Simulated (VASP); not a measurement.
Input of a VASP 6.6.1 run:

File run.py:

```python
from ase.calculators.vasp import Vasp
from ase.dft.bandgap import bandgap
from ase.spacegroup import crystal

atoms = crystal(
    ['Zn'],
    basis=[[0.6666666667, 0.3333333333, 0.75]],
    spacegroup=194,
    setting=1,
    cellpar=[2.67, 2.67, 4.966, 90.0, 90.0, 120.0],
    primitive_cell=True,
)
calc = Vasp(
    directory='calc',
    xc='pbe',
    pp='PBE',
    setups='recommended',
    pp_version='54',
    prec='Accurate',
    encut=520,
    ediff=1e-06,
    ismear=0,
    sigma=0.05,
    lreal=False,
    lasph=True,
    nelm=80,
    algo='Normal',
    isif=2,
    lwave=False,
    lcharg=False,
    kpts=[11, 11, 6],
    gamma=True,
)
atoms.calc = calc

print('energy (eV):', atoms.get_potential_energy())
print('free energy (eV):', atoms.get_potential_energy(force_consistent=True))
print('forces (eV/A):')
print(atoms.get_forces())
print('stress (eV/A^3, Voigt):', atoms.get_stress())
print('Fermi level (eV):', calc.get_fermi_level())
gap, top, bottom = bandgap(calc)
print('band gap (eV):', gap, 'from (spin, k, band)', top, 'to', bottom)
```

Potentials or basis: VASP PAW PBE potentials, release 54 (Zn).

Run with:

```console
$ python run.py
```

(1) Estimate the band gap on the k mesh.

(2) Estimate the pressure.

Results:

(1) none (metal or under the smearing width).

(2) -0.3 GPa.
